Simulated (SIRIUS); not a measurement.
Crystal: In.

```xyz
1
Lattice="-1.6255 1.6255 2.4737 1.6255 -1.6255 2.4737 1.6255 1.6255 -2.4737" Properties=species:S:1:pos:R:3 pbc="T T T"
In    0.0000    0.0000    0.0000
```

```yaml
Program: SIRIUS 7.12.0
Task: single point
Functional: PBEsol
Potentials_or_basis: all-electron FP-LAPW
Cutoff: 149 eV
Basis: apw+lo standard
k_mesh: 11 × 11 × 11
Occupations: fermi-dirac, width 0.05 eV
Spin: no spin polarisation
```

On this cell: band gap on the k mesh none (metal or under the smearing width).

The same run follows on a disturbed copy (cell strained at random):

```
In
1.0
    -1.64299    1.57678    2.43209
     1.65802   -1.63180    2.47812
     1.65199    1.64080   -2.46824
In
1
Direct
  0.99147 0.00315 0.99997
```

Question: What does the disturbed cell give?

Answer: The energy (extrapolated to zero smearing) moves by +1.4 meV/atom; band gap on the k mesh none (metal or under the smearing width).
